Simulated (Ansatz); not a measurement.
**Mo: pressure against volume**

Mo, Im-3m, a = 3.129 Å. Ansatz: PBEsol, PAW, 420 eV, Γ-centred 18×18×18 mesh on 1 atom, Gaussian smearing 0.10 eV; no spin polarisation. Symmetry fixes shape and atoms, so the cell is only scaled; pressure is positive in compression.

| V (Å³/atom) | P (GPa) |
| --- | --- |
| 13.483 | ? |
| 13.943 | 32.50 |
| 14.402 | 19.91 |
| 14.862 | 9.16 |
| 15.322 | 0.01 |
| 15.781 | -7.79 |
| 16.241 | -14.43 |
| 16.854 | -21.79 |

Question: Take V0 = 15.322 Å³/atom, count pressures from its P0 = 0.01 GPa, fit the third-order Birch–Murnaghan form to the other rows, and predict the missing pressure.

Answer: With the Eulerian strain f = ½[(V0/V)^(2/3) − 1] and y = (P − P0)/[3f(1 + 2f)^(5/2)], the form is the line y = B0 + 1.5 B0 (B0′ − 4) f. Rows (f, y): 0.03245, 285.2; 0.02107, 284.0; 0.01026, 282.6; -0.00974, 280.4; -0.01904, 278.6; -0.03078, 276.7. Means f = 0.0007033, y = 281.25; Σ(Δf)² = 0.003004, ΣΔfΔy = 0.3988; the slope is their ratio. y = 281.2 + 132.7 f GPa, so B0 = 281.2 GPa and B0′ = 4 + 2 × (132.7)/(3 × 281.2) = 4.31. At V = 13.483, f = 0.04449, y = 287.10 and P = 47.43 GPa. The run gave 47.14 GPa, so the fit is 0.29 GPa too high, a small miss on the scale of the series.